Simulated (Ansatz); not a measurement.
Os in Ansatz: the effect of functional

Os:

```
CELL_PARAMETERS angstrom
2.75221 0.00000 0.00000
-1.37610 2.38348 0.00000
0.00000 0.00000 4.34831
ATOMIC_POSITIONS crystal
Os 0.66667 0.33333 0.75000
Os 0.33333 0.66667 0.25000
```

The cell isn't the ideal one: volume scaled by 1.02.

Alike in all runs:

- Program: Ansatz 0.2.0
- Task: single point
- Potentials or basis: Ansatz PAW
- k mesh: 11 × 11 × 6
- Occupations: fermi-dirac, width 0.05 eV
- Spin: no spin polarisation

```tsv
functional	cutoff	pressure (GPa)
LDA	420 eV (not typed: the program's choice for these potentials)	-16.3
r2SCAN	500 eV (not typed: the program's choice for these potentials)	?
PBE	420 eV (not typed: the program's choice for these potentials)	0.5
```

What does the run with functional r2SCAN give?

Pressure -7.1 GPa.

Caveats: the PAW data sets come from PBE, with cores solved anew for the run's functional, which leaves a small shift of forces and pressure (some runs).
